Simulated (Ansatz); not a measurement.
An Ansatz run on AlP (started from an entry of an open crystallographic database) left the output below. It starts from the PBE minimum.

Structure:
```cif
data_structure
_symmetry_space_group_name_H-M 'P 1'
_symmetry_Int_Tables_number 1
_cell_length_a 3.8939
_cell_length_b 3.8939
_cell_length_c 3.8939
_cell_angle_alpha 60.000
_cell_angle_beta 60.000
_cell_angle_gamma 60.000
_cell_volume 41.75
loop_
_atom_site_label
_atom_site_type_symbol
_atom_site_fract_x
_atom_site_fract_y
_atom_site_fract_z
_atom_site_occupancy
Al1 Al 0.00000 0.00000 0.00000 1
P1 P 0.25000 0.25000 0.25000 1
```

Main lines of the log:
```
Crystal: 2 atoms, lattice volume = 41.748 Å³
Basis set: ecut = 420 eV, 869 PW (Γ)
Bands: 8, of which v1, the nominal top of the filled ones, is band 4 counted from 1 (3 counted from 0)
Symmetry: 24 space group operations
Space group: F-43m (ITA 216)
k-points: 29 of 512 (time reversal used)
preconditioner: auto → none  [insulator: Δε(μ)=1.453 eV  σ=0.020 eV  ℏωp=16.3 eV]
SCF 1 converged in 6 iterations: F = -1240.023855 eV  dr2 = 1.58e-9
relax step 1: F+E_penalty+E_count = -1240.02385513 eV  P = -3.314 GPa  Ω = 41.748 Å³
SCF 2 converged in 5 iterations: F = -1240.040634 eV  dr2 = 1.21e-9
relax step 2: F+E_penalty+E_count = -1240.04063398 eV  P = -0.828 GPa  Ω = 40.496 Å³
SCF 3 converged in 4 iterations: F = -1240.041719 eV  dr2 = 3.99e-8
relax step 3: F+E_penalty+E_count = -1240.04171887 eV  P = +0.054 GPa  Ω = 40.095 Å³
SCF 4 converged in 3 iterations: F = -1240.041716 eV  dr2 = 3.28e-9
relax step 4: F+E_penalty+E_count = -1240.04171632 eV  P = -0.001 GPa  Ω = 40.119 Å³
SCF 5 converged in 4 iterations: F = -1240.041340 eV  dr2 = 8.25e-12
relax step 5: F+E_penalty+E_count = -1240.04133983 eV  P = -0.015 GPa  Ω = 40.119 Å³  (SCF on a basis re-selected at this cell)
Free energy (F): -1240.041340 eV
Fermi energy:    5.712946 eV
--- Per-component energies (eV) ---
  E_band       = 4.069153
  E_kinetic    = 94.518375
  E_local      = -83.076684
  E_nonlocal   = 46.742463
  E_hartree    = 24.526667
  E_xc         = -100.917293
  E_vxc        = -90.669791
  E_paw        = -983.600528
  E_vpaw       = -12.498558
  E_ewald      = -238.407406
  E_core_change = 0.173068
--- Stress (GPa, compression-positive) ---
       -0.014613       0.000000       0.000000
        0.000000      -0.014613       0.000000
        0.000000       0.000000      -0.014613
  P = ⅓ Tr σ = -0.0146 GPa (-0.146 kbar)
--- Relaxed structure (4 steps of the walk, 4 accepted, 1 SCFs on fresh bases) ---
  F+E_penalty+E_count = -1240.04133983 eV
  cell:  # Å, volume = 40.1193 Å³
    - [0.000000, 2.717115, 2.717115]
    - [2.717115, 0.000000, 2.717115]
    - [2.717115, 2.717115, 0.000000]
  atoms:
    - { symbol: Al, position: [0.000000, 0.000000, 0.000000] }
    - { symbol: P, position: [0.250000, 0.250000, 0.250000] }
```

Q: Write the input file that gave this output.

A:
```yaml
crystal:
  # lattice and atoms as above
kpoints:
  mp_grid: { grid: [8, 8, 8] }
hamiltonian:
  xc: lda
scf:
  occupations: { method: fermi_dirac, width: 0.02 }
relax:
  f_tol: 0.005
  cell: {}
```
The relax steps with a changing cell volume need the relax block with cell. Close relatives of this functional can't be ruled out from these lines alone. Keys that only write grids to files are left aside. Not every key shows in the log; this is the file that was used.

Command: `ansatz run input.yaml --threads 2 --pin off --max-ram 2211MiB --backend cpu --events-out ev --progress --plain --runs-dir out`.

(Simulation; spin polarisation is off.)
